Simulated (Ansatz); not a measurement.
MgH₂: stable or not

The structure comes from a generated guess, relaxed at this level; another structure or a mixture of phases may lie lower.

Computed with DFT PBE, scalar-relativistic, plane waves, PAW in Ansatz. Plane waves to 420 eV, a 4×4×4 mesh through Γ for the 12-atom cell and 0.02 eV Gaussian smearing; no spin polarisation.

```cif
data_structure
_symmetry_space_group_name_H-M 'P4_122'
_symmetry_Int_Tables_number 91
_cell_length_a 6.7961
_cell_length_b 6.7961
_cell_length_c 5.4135
_cell_angle_alpha 90.000
_cell_angle_beta 90.000
_cell_angle_gamma 90.000
_cell_volume 250.03
loop_
_atom_site_label
_atom_site_type_symbol
_atom_site_symmetry_multiplicity
_atom_site_Wyckoff_symbol
_atom_site_fract_x
_atom_site_fract_y
_atom_site_fract_z
_atom_site_occupancy
Mg1 Mg 4 a 0.34807 0.00000 0.75000 1
H1 H 4 b 0.50000 0.09521 0.50000 1
H2 H 4 c 0.19608 0.19608 0.87500 1
```

Energies over the elements count from the elements' standard structures at the same level (H₂ as a molecule), with no fitted energy shifts.

**Question.** These tests were run: energy against the elements; phonons at Γ. What do they show?

**Answer.**

| test | result |
| --- | --- |
| energy against the elements | −0.067 eV/atom |
| phonons at Γ | imaginary modes down to 46i cm⁻¹ |

It fails one test: phonons at Γ. So it isn't even a local minimum.

With hydrogen, zero-point motion can shift formation energies by some tens of meV/atom. The run for the phonons used a 4×4×4 k mesh.
